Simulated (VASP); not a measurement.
# Ir (Fm-3m) in VASP: a series of runs

One crystal, Ir, is run at these levels: PBE, LDA, PW91; tasks: single point, relaxation of the atoms.

Everything below comes from runs of VASP 6.6.1. Logs are shortened: lines on timing, memory, paths and dates and some standing lists are left out, and cuts for length are marked.

## Step 1: The crystal as given

The structure is cubic, space group Fm-3m (No. 225). The conventional cell has a = 3.831 Å, b = 3.831 Å, c = 3.831 Å, α = 90.00°, β = 90.00°, γ = 90.00°. Ir (site symmetry m-3m) is surrounded by 12 Ir at 2.71 Å.

## Step 2: Single point, PBE

File INCAR:

```
SYSTEM = Ir
ALGO = Normal
EDIFF = 1E-6
ENCUT = 520
GGA = PE
ISIF = 2
ISMEAR = 0
LASPH = .True.
LCHARG = .False.
LREAL = .False.
LWAVE = .False.
NELM = 80
PREC = Accurate
SIGMA = 0.05
```

File KPOINTS:

```
k-points
0
Gamma
  12 12 12
  0 0 0
```

File POSCAR:

```
Ir
1.0
    0.0000000000      1.9156000000      1.9156000000
    1.9156000000      0.0000000000      1.9156000000
    1.9156000000      1.9156000000      0.0000000000
Ir
1
Cartesian
    0.0000000000      0.0000000000      0.0000000000
```

Potentials or basis: VASP PAW PBE potentials, release 64 (Ir).

Command:

```sh
$ cat potpaw_PBE.64/Ir/POTCAR > POTCAR
$ mpirun -np 1 vasp_std > vasp.out
```

OUTCAR:

```text
SYSTEM = Ir
   EDIFF = 1E-6
   ENCUT = 520
   GGA = PE
   ISIF = 2
   ISMEAR = 0
   LASPH = .True.
   LREAL = .False.
   NELM = 80
   PREC = Accurate

 ion  position               nearest neighbor table
   1  0.000  0.000  0.000-

  LATTYP: Found a face centered cubic cell.
 ALAT       =     3.8312000000

  Lattice vectors:

 A1 = (   0.0000000000,   1.9156000000,   1.9156000000)
 A2 = (   1.9156000000,   0.0000000000,   1.9156000000)
 A3 = (   1.9156000000,   1.9156000000,   0.0000000000)

Analysis of symmetry for initial positions (statically):
=====================================================================
 Subroutine PRICEL returns:
 Original cell was already a primitive cell.

 Routine SETGRP: Setting up the symmetry group for a
 face centered cubic supercell.

 Subroutine GETGRP returns: Found 48 space group operations
 (whereof 48 operations were pure point group operations)
 out of a pool of 48 trial point group operations.

The static configuration has the point symmetry O_h .

Analysis of symmetry for dynamics (positions and initial velocities):
=====================================================================
 Subroutine PRICEL returns:
 Original cell was already a primitive cell.

 Routine SETGRP: Setting up the symmetry group for a
 face centered cubic supercell.

 Subroutine GETGRP returns: Found 48 space group operations
 (whereof 48 operations were pure point group operations)
 out of a pool of 48 trial point group operations.

The dynamic configuration has the point symmetry O_h .

 Subroutine INISYM returns: Found 48 space group operations
 (whereof 48 operations are pure point group operations),
 and found     1 'primitive' translations

----------------------------------------------------------------------------------------

                                     Primitive cell

  volume of cell :      14.0587

  direct lattice vectors                    reciprocal lattice vectors
     0.000000000  1.915600000  1.915600000    -0.261014826  0.261014826  0.261014826
     1.915600000  0.000000000  1.915600000     0.261014826 -0.261014826  0.261014826
     1.915600000  1.915600000  0.000000000     0.261014826  0.261014826 -0.261014826

  length of vectors
     2.709067500  2.709067500  2.709067500     0.452090940  0.452090940  0.452090940

  position of ions in fractional coordinates (direct lattice)
     0.000000000  0.000000000  0.000000000

  ion indices of the primitive-cell ions
   primitive index   ion index
                 1           1

----------------------------------------------------------------------------------------

 KPOINTS: k-points

Automatic generation of k-mesh.
 Grid dimensions read from file:
 generate k-points for:   12   12   12

 Generating k-lattice:

  Cartesian coordinates                     Fractional coordinates (reciprocal lattice)
    -0.021751235  0.021751235  0.021751235     0.083333333  0.000000000  0.000000000
     0.021751235 -0.021751235  0.021751235     0.000000000  0.083333333  0.000000000
     0.021751235  0.021751235 -0.021751235     0.000000000  0.000000000  0.083333333

  Length of vectors
     0.037674245  0.037674245  0.037674245

  Shift w.r.t. Gamma in fractional coordinates (k-lattice)
     0.000000000  0.000000000  0.000000000

 Subroutine IBZKPT returns following result:
 ===========================================

 Found     72 irreducible k-points:

 Following reciprocal coordinates:
            Coordinates               Weight
  0.000000  0.000000  0.000000      1.000000
  0.083333  0.000000  0.000000      8.000000
  0.166667  0.000000  0.000000      8.000000
  0.250000  0.000000  0.000000      8.000000
  0.333333  0.000000  0.000000      8.000000
  0.416667  0.000000  0.000000      8.000000
[... 16 lines left out ...]
  0.500000  0.166667  0.000000     24.000000
 -0.416667  0.166667  0.000000     24.000000
 [... further k-points ...]
   k-points           NKPTS =     72   k-points in BZ     NKDIM =     72   number of bands    NBANDS=      8
   number of dos      NEDOS =    301   number of ions     NIONS =      1
   total plane-waves  NPLWV =   8000
   dimension x,y,z NGX =    20 NGY =   20 NGZ =   20
   dimension x,y,z NGXF=    40 NGYF=   40 NGZF=   40
   ions per type =               1
   NGX,Y,Z   is equivalent  to a cutoff of  12.27, 12.27, 12.27 a.u.
   NGXF,Y,Z  is equivalent  to a cutoff of  24.55, 24.55, 24.55 a.u.
 SYSTEM =  Ir
   PREC   = accura    normal or accurate (medium, high low for compatibility)
   ISTART =      0    job   : 0-new  1-cont  2-samecut
   ICHARG =      2    charge: 1-file 2-atom 10-const
   ISPIN  =      1    spin polarized calculation?
   LNONCOLLINEAR =      F non collinear calculations
   LSORBIT =      F    spin-orbit coupling
   LASPH  =      T    aspherical Exc in radial PAW
   ENCUT  =  520.0 eV  38.22 Ry    6.18 a.u.   5.04  5.04  5.04*2*pi/ulx,y,z
   NELM   =     80;   NELMIN=  2; NELMDL= -5     # of ELM steps
   EDIFF  = 0.1E-05   stopping-criterion for ELM
   LREAL  =      F    real-space projection
   EDIFFG = 0.1E-04   stopping-criterion for IOM
   NSW    =      0    number of steps for IOM
   IBRION =     -1    ionic relax: 0-MD 1-quasi-New 2-CG
   NFREE  =      0    steps in history (QN), initial steepest desc. (CG)
   ISIF   =      2    stress and relaxation
   ISYM   =      2    0-nonsym 1-usesym 2-fastsym
   POTIM  = 0.5000    time-step for ionic-motion
   TEBEG  =    0.0;   TEEND  =   0.0 temperature during run
   PSTRESS=    0.0 pullay stress
   NELECT =       9.0000    total number of electrons
   NUPDOWN=      -1.0000    fix difference up-down
   EMIN   =  10.00;   EMAX   =-10.00  energy-range for DOS
   EFERMI =   0.00;   METHOD = LEGACY
   ISMEAR =     0;   SIGMA  =   0.05  broadening in eV -4-tet -1-fermi 0-gaus
   EFERMI_NEDOS =   21; number of points for ismear=-14 and -15
   IALGO  =     38    algorithm
   IMIX   =      4    mixing-type and parameters
     AMIX     =   0.40;   BMIX     =  1.00
     AMIX_MAG =   1.60;   BMIX_MAG =  1.00
  volume/ion in A,a.u.               =      14.06        94.87
  Fermi-wavevector in a.u.,A,eV,Ry     =   1.410937  2.666284 27.085691  1.990742
  Thomas-Fermi vector in A             =   2.532839
   LORBIT       =      0    0 simple, 1 ext, 2 COOP (PROOUT), +10 PAW based schemes
   GGA     = PE    functional components
   LHFCALC =     F    Hartree Fock is set to
   AEXX    =    0.0000 exact exchange contribution
   IVDW    =     0    specifies the selected vdW correction
   LEPSILON=     F    determine dielectric tensor
   LRPA    =     F    only Hartree local field effects (RPA)
 non-spin polarized calculation
 Gauss-broadening in eV      SIGMA  =   0.05
  energy-cutoff  :      520.00
  volume of cell :       14.06
 maximum number of plane-waves:       388
   NGX =  9   NGY =  9   NGZ =  9

 number of electron       9.0000000 magnetization

 Free energy of the ion-electron system (eV)
  ---------------------------------------------------
  ext. energy  EPLUGINS =         0.00000000
  ---------------------------------------------------
  free energy    TOTEN  =        -8.85176516 eV

  energy without entropy =       -8.85096267  energy(sigma->0) =       -8.85136391

 E-fermi :  10.5531     XC(G=0): -14.0262

 val. band max:       10.5482627487   @ k =  -0.2500   0.0833   0.0000
 cond. band min:      10.6847760137   @ k =   0.3333   0.1667   0.0833
 fundamental gap:      0.1365132651
 Fermi energy:        10.5531069897

 k-point     1 :       0.0000    0.0000    0.0000
  band No.  band energies     occupation
      1      -0.6717      2.00000
      2       6.5914      2.00000
      3       6.5914      2.00000
      4       6.5914      2.00000
      5       9.3046      2.00000
      6       9.3046      2.00000
      7      24.8317      0.00000
      8      30.4512      0.00000

 k-point     2 :       0.0833    0.0000    0.0000
  band No.  band energies     occupation
      1      -0.3634      2.00000
      2       6.4308      2.00000
      3       6.7224      2.00000
      4       6.7224      2.00000
      5       9.2229      2.00000
      6       9.2229      2.00000
      7      25.3601      0.00000
      8      29.0038      0.00000

 k-point     3 :       0.1667    0.0000    0.0000
  band No.  band energies     occupation
      1       0.4824      2.00000
      2       6.1080      2.00000
      3       6.9885      2.00000
      4       6.9885      2.00000
      5       9.1454      2.00000
      6       9.1454      2.00000
      7      26.4300      0.00000
      8      26.8828      0.00000

 k-point     4 :       0.2500    0.0000    0.0000
  band No.  band energies     occupation
      1       1.5471      2.00000
      2       6.0789      2.00000
      3       7.0369      2.00000
      4       7.0369      2.00000
      5       9.4878      2.00000
      6       9.4878      2.00000
      7      24.3296      0.00000
      8      27.3247      0.00000

 k-point     5 :       0.3333    0.0000    0.0000
  band No.  band energies     occupation
      1       2.2184      2.00000
      2       6.8101      2.00000
      3       6.8101      2.00000
      4       6.9833      2.00000
      5      10.2848      2.00000
      6      10.2848      2.00000
      7      21.8441      0.00000
      8      26.0434      0.00000

 k-point     6 :       0.4167    0.0000    0.0000
  band No.  band energies     occupation
      1       2.3556      2.00000
      2       6.5748      2.00000
      3       6.5748      2.00000
      4       8.6948      2.00000
      5      11.0832      0.00000
      6      11.0832      0.00000
      7      19.2123      0.00000
      8      24.7890      0.00000

 k-point     7 :       0.5000    0.0000    0.0000
  band No.  band energies     occupation
      1       2.3490      2.00000
      2       6.4830      2.00000
      3       6.4830      2.00000
      4       9.7376      2.00000
      5      11.4209      0.00000
      6      11.4209      0.00000
      7      17.8452      0.00000
      8      24.3729      0.00000

 k-point     8 :       0.0833    0.0833    0.0000
  band No.  band energies     occupation
      1      -0.2594      2.00000
      2       6.2790      2.00000
      3       6.8257      2.00000
      4       6.8257      2.00000
      5       8.9446      2.00000
      6       9.4268      2.00000
      7      25.5480      0.00000
      8      29.4195      0.00000

 k-point     9 :       0.1667    0.0833    0.0000
  band No.  band energies     occupation
      1       0.4157      2.00000
      2       5.9363      2.00000
      3       7.0962      2.00000
      4       7.1183      2.00000
      5       8.6390      2.00000
      6       9.5286      2.00000
      7      26.6216      0.00000
      8      27.6836      0.00000

 k-point    10 :       0.2500    0.0833    0.0000
  band No.  band energies     occupation
      1       1.4567      2.00000
      2       5.7050      2.00000
      3       7.0997      2.00000
      4       7.2905      2.00000
      5       8.8796      2.00000
      6       9.8399      2.00000
      7      25.4150      0.00000
      8      27.7141      0.00000
[... 78 lines left out ...]
 k-point    18 :      -0.0833    0.0833    0.0000
  band No.  band energies     occupation
      1       0.1302      2.00000
      2       6.1556      2.00000
      3       6.9127      2.00000
      4       6.9624      2.00000
      5       8.8709      2.00000
      6       9.3948      2.00000
      7      26.1638      0.00000
      8      27.9228      0.00000

 k-point    19 :       0.1667    0.1667    0.0000
  band No.  band energies     occupation
      1       0.8831      2.00000
      2       5.5081      2.00000
      3       7.5163      2.00000
      4       7.5163      2.00000
      5       8.0829      2.00000
      6       9.7715      2.00000
      7      27.4804      0.00000
      8      28.5200      0.00000

 k-point    20 :       0.2500    0.1667    0.0000
  band No.  band energies     occupation
      1       1.7637      2.00000
      2       5.1167      2.00000
      3       7.2713      2.00000
      4       7.8885      2.00000
      5       8.5181      2.00000
      6      10.0791      2.00000
      7      26.9981      0.00000
      8      28.6728      0.00000

 k-point    21 :       0.3333    0.1667    0.0000
  band No.  band energies     occupation
      1       2.7111      2.00000
      2       5.0784      2.00000
      3       6.6530      2.00000
      4       7.9055      2.00000
      5       9.8628      2.00000
      6      10.6953      0.00006
      7      24.3122      0.00000
      8      28.0801      0.00000

 k-point    22 :       0.4167    0.1667    0.0000
  band No.  band energies     occupation
      1       3.1482      2.00000
      2       5.6600      2.00000
      3       6.3628      2.00000
      4       7.6718      2.00000
      5      11.3379      0.00000
      6      11.6838      0.00000
      7      21.0436      0.00000
      8      26.7715      0.00000

 k-point    23 :       0.5000    0.1667    0.0000
  band No.  band energies     occupation
      1       3.2273      2.00000
      2       5.6902      2.00000
      3       7.1599      2.00000
      4       7.4299      2.00000
      5      11.5017      0.00000
      6      13.7204      0.00000
      7      18.1370      0.00000
      8      26.0294      0.00000

 k-point    24 :      -0.4167    0.1667    0.0000
  band No.  band energies     occupation
      1       3.2986      2.00000
      2       5.7152      2.00000
      3       7.3160      2.00000
      4       7.5011      2.00000
      5      10.9712      0.00000
      6      14.3178      0.00000
      7      17.8202      0.00000
      8      25.8542      0.00000

 [... further k-points ...]
[... 5 lines left out ...]
  --------------------------------------------------------------------------------------
  -------------------------------------------------------------------------------------
  Total        1.0320442      1.0320442      1.0320442      0.0000000      0.0000000      0.0000000
  in kB      117.6154523    117.6154523    117.6154523      0.0000000      0.0000000      0.0000000
  external PRESSURE =     117.6154523 kB  Pullay stress =       0.0000000 kB

 VOLUME and BASIS-vectors are now :
 -----------------------------------------------------------------------------
  energy-cutoff  :      520.00
  volume of cell :       14.06
      direct lattice vectors                 reciprocal lattice vectors
     0.000000000  1.915600000  1.915600000    -0.261014826  0.261014826  0.261014826
     1.915600000  0.000000000  1.915600000     0.261014826 -0.261014826  0.261014826
     1.915600000  1.915600000  0.000000000     0.261014826  0.261014826 -0.261014826

 POSITION                                       TOTAL-FORCE (eV/Angst)
 -----------------------------------------------------------------------------------
      0.00000      0.00000      0.00000        -0.000000      0.000000      0.000000
 -----------------------------------------------------------------------------------
    total drift:                                0.000000      0.000000     -0.000000

  FREE ENERGIE OF THE ION-ELECTRON SYSTEM (eV)
  ---------------------------------------------------
  free  energy   TOTEN  =        -8.8517651599 eV

  energy  without entropy=       -8.8509626672  energy(sigma->0) =       -8.85136391
```

Wall time 3.6 s (1 thread of Intel Xeon 6975P-C (Granite Rapids), shared host); peak memory 0.13 GiB.

What came out:

```
Free energy            : -8.8518 eV
Pressure               : 11.8 GPa
Band gap on the k mesh : none (metal or under the smearing width)
```

Levels at points of the mesh, in eV from the Fermi level:
| k point | band 1 | band 2 | band 3 | band 4 | band 5 | band 6 | band 7 | band 8 |
| --- | --- | --- | --- | --- | --- | --- | --- | --- |
| (0.00, 0.00, 0.00) | -11.22 | -3.96 | -3.96 | -3.96 | -1.25 | -1.25 | 14.28 | 19.90 |
| (0.50, 0.00, 0.00) | -8.20 | -4.07 | -4.07 | -0.82 | 0.87 | 0.87 | 7.29 | 13.82 |
| (0.50, 0.50, 0.00) | -8.03 | -7.45 | 0.83 | 1.45 | 1.45 | 1.66 | 10.56 | 11.70 |

Spin-orbit coupling is left out, which matters for the levels of Ir.

## Step 3: Single point, PBE

File run.py:

```python
from ase import Atoms
from ase.calculators.vasp import Vasp
from ase.dft.bandgap import bandgap

atoms = Atoms(
    ['Ir'],
    cell=[[0.0, 1.9156, 1.9156], [1.9156, 0.0, 1.9156], [1.9156, 1.9156, 0.0]],
    scaled_positions=[[0.0, 0.0, 0.0]],
    pbc=True,
)
calc = Vasp(
    directory='calc',
    xc='pbe',
    pp='PBE',
    setups='materialsproject',
    prec='Accurate',
    encut=520,
    ediff=1e-06,
    ismear=0,
    sigma=0.05,
    lreal=False,
    lasph=True,
    nelm=100,
    algo='Normal',
    isif=2,
    lwave=False,
    lcharg=True,
    lelf=True,
    lvhar=True,
    kpts=[12, 12, 12],
    gamma=True,
)
atoms.calc = calc

print('energy (eV):', atoms.get_potential_energy())
print('free energy (eV):', atoms.get_potential_energy(force_consistent=True))
print('forces (eV/A):')
print(atoms.get_forces())
print('stress (eV/A^3, Voigt):', atoms.get_stress())
print('Fermi level (eV):', calc.get_fermi_level())
gap, top, bottom = bandgap(calc)
print('band gap (eV):', gap, 'from (spin, k, band)', top, 'to', bottom)
```

Potentials or basis: VASP PAW PBE potentials, release 64 (Ir).

Command:

```sh
$ python run.py
```

Run time: 6.1 s. Hardware: 1 thread of Intel Xeon 6975P-C (Granite Rapids), shared host; peak memory 0.13 GiB.

The run converged. Its results:

```yaml
Free_energy: -8.8518 eV
Pressure: 11.8 GPa
Band_gap_on_the_k_mesh: none (metal or under the smearing width)
```

Levels at points of the mesh, in eV from the Fermi level:
| k point | band 1 | band 2 | band 3 | band 4 | band 5 | band 6 | band 7 | band 8 |
| --- | --- | --- | --- | --- | --- | --- | --- | --- |
| (0.00, 0.00, 0.00) | -11.22 | -3.96 | -3.96 | -3.96 | -1.25 | -1.25 | 14.28 | 19.90 |
| (0.50, 0.00, 0.00) | -8.20 | -4.07 | -4.07 | -0.82 | 0.87 | 0.87 | 7.29 | 13.82 |
| (0.50, 0.50, 0.00) | -8.03 | -7.45 | 0.83 | 1.45 | 1.45 | 1.66 | 10.56 | 11.70 |

(Part 1 of 2 ends here.)
